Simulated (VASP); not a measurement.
Wanted: the native input for a VASP 6.6.1 run.

- Task: single point
- Functional: r2SCAN
- Potentials or basis: VASP PAW PBE potentials, release 64 (C)
- Cutoff: 520 eV
- k mesh: 9 × 9 × 1
- Occupations: gaussian, width 0.1 eV
- Spin: no spin polarisation
- Dipole correction: no
- Further INCAR settings: LREAL = Auto; ALGO = Normal; EDIFF = 1e-07; NBANDS = 46

C:

```
CELL_PARAMETERS angstrom
2.51387 0.00000 0.00000
-1.25693 2.17707 0.00000
0.00000 0.00000 16.50318
ATOMIC_POSITIONS crystal
C 0.00000 0.00000 0.95329
C 0.66667 0.33333 0.29741
C 0.33333 0.66667 0.79741
C 0.66667 0.33333 0.20259
C 0.33333 0.66667 0.07789
C 0.33333 0.66667 0.32878
C 0.33333 0.66667 0.42211
C 0.66667 0.33333 0.67122
C 0.33333 0.66667 0.70259
C 0.00000 0.00000 0.45329
C 0.00000 0.00000 0.04671
C 0.33333 0.66667 0.17122
C 0.66667 0.33333 0.82878
C 0.00000 0.00000 0.54671
C 0.66667 0.33333 0.57789
C 0.66667 0.33333 0.92211
```

This is a hexagonal form of diamond, not graphite.

These files were run (other wordings do the same):

POSCAR

```
C
1.0
    2.5138686042      0.0000000000      0.0000000000
   -1.2569343021      2.1770740730      0.0000000000
    0.0000000000      0.0000000000     16.5031838100
C
16
Direct
    0.0000000000      0.0000000000      0.9532899300
    0.6666666700      0.3333333300      0.2974096400
    0.3333333300      0.6666666700      0.7974096400
    0.6666666700      0.3333333300      0.2025903600
    0.3333333300      0.6666666700      0.0778874800
    0.3333333300      0.6666666700      0.3287820000
    0.3333333300      0.6666666700      0.4221125200
    0.6666666700      0.3333333300      0.6712180000
    0.3333333300      0.6666666700      0.7025903600
    0.0000000000      0.0000000000      0.4532899300
    0.0000000000      0.0000000000      0.0467100700
    0.3333333300      0.6666666700      0.1712180000
    0.6666666700      0.3333333300      0.8287820000
    0.0000000000      0.0000000000      0.5467100700
    0.6666666700      0.3333333300      0.5778874800
    0.6666666700      0.3333333300      0.9221125200
```

INCAR.step1

```
SYSTEM = C
PREC = Accurate ; ENCUT = 520
ISMEAR = 0 ; SIGMA = 0.1
LREAL = Auto ; LASPH = .TRUE.
NELM = 100 ; NBANDS = 46
GGA = PE ; ALGO = Normal
EDIFF = 1E-4 ; LWAVE = .TRUE.
LCHARG = .FALSE.
```

INCAR.step2

```
SYSTEM = C
PREC = Accurate ; ENCUT = 520
EDIFF = 1E-7 ; ISMEAR = 0
SIGMA = 0.1 ; LREAL = Auto
LASPH = .TRUE. ; NELM = 100
ALGO = Normal ; ISIF = 2
LWAVE = .FALSE. ; LCHARG = .FALSE.
METAGGA = R2SCAN ; LMIXTAU = .TRUE.
NBANDS = 46 ; ISTART = 1
```

KPOINTS

```
regular mesh
0
G
  9 9 1
  0 0 0
```

Potentials or basis: VASP PAW PBE potentials, release 64 (C).

Command:

```bash
$ cat potpaw_PBE.64/C/POTCAR > POTCAR
$ cp INCAR.step1 INCAR
$ mpirun -np 1 vasp_std > vasp.out
$ cp INCAR.step2 INCAR
$ mpirun -np 1 vasp_std > vasp.out
```

Results of the run:

* Pressure: 1.1 GPa
* Largest force: 0.014 eV/Å
* Band gap on the k mesh: 4.62 eV, indirect (least direct gap 5.68 eV)

Caveat: the PAW data sets were made with another functional, which shifts forces and pressure a little; an odd mesh through Γ misses points on the zone boundary, where band edges often lie.

It took 2.4 min on 1 thread of Intel(R) Xeon(R) 6975P-C (Granite Rapids) (shared host), peak memory 0.22 GiB.
